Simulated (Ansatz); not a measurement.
**HfN under changes of volume**

One of the cells (14.793 Å³/atom); the others are scaled copies at fixed shape and fractional positions:

```
CELL_PARAMETERS angstrom
0.00000 2.45482 2.45482
2.45482 0.00000 2.45482
2.45482 2.45482 0.00000
ATOMIC_POSITIONS crystal
Hf 0.00000 0.00000 0.00000
N 0.25000 0.25000 0.25000
```

The cell comes from a database or a generator and needn't be the stable form of this composition.

```yaml
Program: Ansatz 0.2.0
Functional: HSE06
Potentials_or_basis: Ansatz PAW
Cutoff: "420 eV (not typed: the program's choice for these potentials)"
k_mesh: 6 × 6 × 6
Occupations: fermi-dirac, width 0.05 eV
Spin: no spin polarisation
```

| volume (Å³/atom) | energy over the lowest point (meV/atom) | pressure (GPa) |
| --- | --- | --- |
| 13.906 | 25.05 | 11.8 |
| 14.201 | ? | ? |
| 14.497 | 0.00 | 2.1 |
| 14.793 | 0.08 | -2.1 |
| 15.089 | 7.47 | -5.8 |
| 15.385 | 21.38 | -9.2 |
| 15.681 | 41.31 | -12.3 |

Question: What does the run at 14.201 Å³/atom give?

Answer: Energy over the lowest point 8.05 meV/atom; pressure 6.7 GPa.

Worked out: A Birch-Murnaghan fit of order 3 (a polynomial in V^(-2/3)) to the other rows has its minimum at 14.64 Å³/atom with B0 = V·E''(V) = 206 GPa and B' = 4.2. It gives 8.06 meV/atom at 14.201 Å³/atom, against the run's 8.05, and -dE/dV = 6.7 GPa, against 6.7.

Energies are extrapolated to zero smearing.

Caveats: all runs use coarse meshes; the PAW data sets come from PBE, with cores solved anew for the run's functional, which leaves a small shift of forces and pressure; the thresholds are loose for stress.
